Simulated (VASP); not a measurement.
Runs of VASP 6.6.1 on Si. The structure is cubic, space group Fd-3m (No. 227). The conventional cell has a = 5.427 Å, b = 5.427 Å, c = 5.427 Å, α = 90.00°, β = 90.00°, γ = 90.00°. Si (site symmetry -43m) has 4 Si at 2.35 Å as nearest neighbours. 

| level | potentials or basis | k mesh | cutoff (eV) | grid for exact exchange (PRECFOCK) | screening parameter | mesh quality | gap on the mesh (eV) | pressure (GPa) |
| --- | --- | --- | --- | --- | --- | --- | --- | --- |
| LDA | VASP PAW LDA potentials, release 64 (Si) | 4 × 4 × 4 | 300 | - | - | coarse | 0.57 | -0.8 |
| PBEsol | VASP PAW PBE potentials, release 64 (Si) | 7 × 7 × 7 | 250 | - | - | not flagged | 0.46 | - |
| r2SCAN | VASP PAW PBE potentials, release 64 (Si) | 7 × 7 × 7 | 520 | - | - | not flagged | (b) | 0.7 |
| LDA | VASP PAW LDA potentials, release 64 (Si) | 7 × 7 × 7 | 520 | - | - | not flagged | 0.46 | -1.2 |
| HSE06 | VASP PAW PBE potentials, release 64 (Si) | 6 × 6 × 6 | 520 | Fast | 0.2 1/A | not flagged | 1.30 | 0.4 |
| PBEsol | VASP PAW PBE potentials, release 64 (Si) | 7 × 7 × 7 | 520 | - | - | not flagged | (a) | 0.5 |

Alike in all rows: task single point; no spin polarisation; cell as given; smearing fermi-dirac 0.02 eV.

Problem. Estimate the missing entries.

Solution. (a) 0.45; (b) 0.77.

Caveats: some runs use coarse meshes; the PAW data sets were made with another functional, which shifts forces and pressure a little (some runs); an odd mesh through Γ misses points on the zone boundary, where band edges often lie (some runs); the cutoff is under 1.25 times the usual one of these potentials, so pressure, stress and relaxed cells hold a basis-set (Pulay) error (some runs).

Runs at the PBE level aren't shown here.
